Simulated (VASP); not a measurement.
# GaP (F-43m) in VASP: a series of runs, part 3 of 3

VASP 6.6.1. Earlier steps stand in the parts before.

### 6 Born charges and dielectric tensor, LDA

Contents of INCAR:

```
SYSTEM = GaP
ALGO = Fast
EDIFF = 1E-8
ENCUT = 520
IBRION = 8
ISIF = 2
ISMEAR = -1
LASPH = .True.
LCHARG = .False.
LEPSILON = .True.
LREAL = .False.
LWAVE = .False.
NELM = 60
PREC = Accurate
SIGMA = 0.05
```

Contents of KPOINTS:

```
k-points
0
Gamma
  8 8 8
  0 0 0
```

Contents of POSCAR:

```
GaP
1.0
    0.0000000000      2.7252500000      2.7252500000
    2.7252500000      0.0000000000      2.7252500000
    2.7252500000      2.7252500000      0.0000000000
Ga P
1 1
Direct
    0.0000000000      0.0000000000      0.0000000000
    0.7500000000      0.7500000000      0.7500000000
```

Potentials or basis: VASP PAW LDA potentials, release 64 (Ga_d, P).

Launch:

```sh
$ cat potpaw_LDA.64/Ga_d/POTCAR potpaw_LDA.64/P/POTCAR > POTCAR
$ mpirun -np 1 vasp_std > vasp.out
```

OUTCAR:

```text
SYSTEM = GaP
   EDIFF = 1E-8
   ENCUT = 520
   IBRION = 8
   ISIF = 2
   ISMEAR = -1
   LASPH = .True.
   LEPSILON = .True.
   LREAL = .False.
   NELM = 60
   PREC = Accurate

 ion  position               nearest neighbor table
   1  0.000  0.000  0.000-   2 2.36   2 2.36   2 2.36   2 2.36
   2  0.750  0.750  0.750-   1 2.36   1 2.36   1 2.36   1 2.36

  LATTYP: Found a face centered cubic cell.
 ALAT       =     5.4505000000

  Lattice vectors:

 A1 = (   0.0000000000,   2.7252500000,   2.7252500000)
 A2 = (   2.7252500000,   0.0000000000,   2.7252500000)
 A3 = (   2.7252500000,   2.7252500000,   0.0000000000)

Analysis of symmetry for initial positions (statically):
=====================================================================
 Subroutine PRICEL returns:
 Original cell was already a primitive cell.

 Routine SETGRP: Setting up the symmetry group for a
 face centered cubic supercell.

 Subroutine GETGRP returns: Found 24 space group operations
 (whereof 24 operations were pure point group operations)
 out of a pool of 48 trial point group operations.

The static configuration has the point symmetry T_d .

Analysis of symmetry for dynamics (positions and initial velocities):
=====================================================================
 Subroutine PRICEL returns:
 Original cell was already a primitive cell.

 Routine SETGRP: Setting up the symmetry group for a
[... 645 lines left out ...]
  z    -0.00000    -0.00000    -0.00000     2.05004     0.00000     0.00000

 PIEZOELECTRIC TENSOR (including local field effects)  for field in x, y, z        (C/m^2)
          XX          YY          ZZ          XY          YZ          ZX
  --------------------------------------------------------------------------------
  x    -0.00000     0.00000     0.00000     0.00000     0.81138    -0.00000
  y     0.00000     0.00000     0.00000     0.00000     0.00000     0.81138
  z    -0.00000    -0.00000    -0.00000     0.81138     0.00000     0.00000

 BORN EFFECTIVE CHARGES (including local field effects) (in |e|, cummulative output)
 ---------------------------------------------------------------------------------
 ion    1
    1     2.17938    -0.00000     0.00000
    2     0.00000     2.17938    -0.00000
    3    -0.00000    -0.00000     2.17938
 ion    2
    1    -2.17938     0.00000    -0.00000
    2    -0.00000    -2.17938     0.00000
    3     0.00000     0.00000    -2.17938

 INTERNAL STRAIN TENSOR FOR ION    2 for displacements in x,y,z  (eV/Angst):
          X           Y           Z          XY          YZ          ZX
  --------------------------------------------------------------------------------
  x     0.00000     0.00000     0.00000     0.00000     6.44010     0.00000
  y     0.00000    -0.00000     0.00000     0.00000     0.00000     6.44010
  z     0.00000     0.00000     0.00000     6.44010     0.00000     0.00000

 SECOND DERIVATIVES (NOT SYMMETRIZED)
 ------------------------------------
               1X          1Y          1Z          2X          2Y          2Z
  1X    -9.675972    0.000000    0.000000    9.675972    0.000000    0.000000
  1Y     0.000000   -9.675972    0.000000    0.000000    9.675972    0.000000
  1Z     0.000000    0.000000   -9.675972    0.000000    0.000000    9.675972
  2X     9.690857    0.000000    0.000000   -9.690857    0.000000    0.000000
  2Y     0.000000    9.690857    0.000000    0.000000   -9.690857    0.000000
  2Z     0.000000    0.000000    9.690857    0.000000    0.000000   -9.690857

 Eigenvectors and eigenvalues of the dynamical matrix
 ----------------------------------------------------

   1 f  =   10.506324 THz    66.013183 2PiTHz  350.453260 cm-1    43.450647 meV
             X         Y         Z           dx          dy          dz
      0.000000  0.000000  0.000000     0.553560   -0.028960   -0.001077
      4.087875  4.087875  4.087875    -0.831167    0.043483    0.001617
[... 21 lines left out ...]
   6 f/i=    0.003725 THz     0.023407 2PiTHz    0.124263 cm-1     0.015407 meV
             X         Y         Z           dx          dy          dz
      0.000000  0.000000  0.000000    -0.370883   -0.577451   -0.470879
      4.087875  4.087875  4.087875    -0.247009   -0.384585   -0.313608

--------------------------------------------------------------------------------------------------------

 MACROSCOPIC STATIC DIELECTRIC TENSOR IONIC CONTRIBUTION
 ------------------------------------------------------
           2.192573    -0.000000    -0.000000
          -0.000000     2.192573    -0.000000
          -0.000000    -0.000000     2.192573
 ------------------------------------------------------

 ELASTIC MODULI CONTR FROM IONIC RELAXATION (kBar)
 Direction    XX          YY          ZZ          XY          YZ          ZX
 --------------------------------------------------------------------------------
 XX          -0.0000     -0.0000     -0.0000     -0.0000     -0.0000     -0.0000
 YY          -0.0000     -0.0000     -0.0000     -0.0000     -0.0000      0.0000
 ZZ          -0.0000     -0.0000     -0.0000     -0.0000     -0.0000     -0.0000
 XY          -0.0000     -0.0000     -0.0000   -167.6357      0.0000      0.0000
 YZ          -0.0000     -0.0000     -0.0000      0.0000   -167.6357      0.0000
 ZX          -0.0000      0.0000     -0.0000      0.0000      0.0000   -167.6357
 --------------------------------------------------------------------------------

 PIEZOELECTRIC TENSOR IONIC CONTR  for field in x, y, z        (C/m^2)
          XX          YY          ZZ          XY          YZ          ZX
  --------------------------------------------------------------------------------
  x    -0.00000    -0.00000    -0.00000    -0.00000    -0.57047     0.00000
  y    -0.00000     0.00000    -0.00000     0.00000    -0.00000    -0.57047
  z    -0.00000    -0.00000    -0.00000    -0.57047     0.00000     0.00000
```

stdout:

```text
POSCAR found type information on POSCAR GaP
 POSCAR found :  2 types and       2 ions
 scaLAPACK will be used
 LDA part: xc-table for (Slater(with rela. corr.)+CA(PZ))
 , standard interpolation
 POSCAR, INCAR and KPOINTS ok, starting setup
 FFT: planning ... GRIDC
 FFT: planning ... GRID_SOFT
 FFT: planning ... GRID
[... 24 lines left out ...]
 Linear response to external field, progress :
  Direction:   3
 dielectric tensor                  component  3 :     2.948     2.514    11.910
 Linear response DOF=           2
 Linear response progress:
 first order change of Fermi-energy   0.21124E-02
 force on displaced ion       1 direction 1 :  -9.676   0.000   0.000
 Born effective charge ion    1 direction 1 :   2.102   0.000   0.000
 Linear response progress:
 first order change of Fermi-energy   0.25109E-01
 force on displaced ion       2 direction 1 :  -9.691   0.000   0.000
 Born effective charge ion    2 direction 1 :  -2.250   0.000   0.000
 Born effective charges drift removed
 Linear response finished
```

It took 5.5 min on 1 thread of Intel Xeon Platinum 8488C (Sapphire Rapids), shared host; peak memory 0.25 GiB.

What came out:

```
Band gap on the k mesh                                  : 1.49 eV, indirect (least direct gap 1.64 eV)
Electronic dielectric tensor (diagonal)                 : 11.91
Born charges (mean of the diagonal)                     : Ga +2.18; P -2.18 e
Highest phonon frequency at Γ, LO-TO splitting left out : 350 cm⁻¹
```

Phonon frequencies in cm⁻¹ (negative: imaginary):
| q point | frequencies |
| --- | --- |
| (0.000, 0.000, 0.000) | 0 0 0 350 350 350 |

Electronic dielectric tensor:
```
11.91  0.00  0.00
 0.00 11.91  0.00
 0.00  0.00 11.91
```

Born effective charge tensors (e):
atom 1, Ga
```
2.18 0.00 0.00
0.00 2.18 0.00
0.00 0.00 2.18
```
atom 2, P
```
-2.18  0.00  0.00
 0.00 -2.18  0.00
 0.00  0.00 -2.18
```

### 7 How close it comes

Step 6. Against the measured gap of GaP, 2.34 eV (indirect; 10 K; quoted in “Stacking defects in GaP nanowires: Electronic structure and optical properties”, 2018, arxiv:1810.01194), the calculated 1.49 eV is off by -0.85 eV. Spin-orbit coupling on Ga is left out. The value is that of LDA on a finite k mesh, which can miss the band edges, without temperature or zero-point motion. Semilocal functionals fall short of measured gaps as a rule.
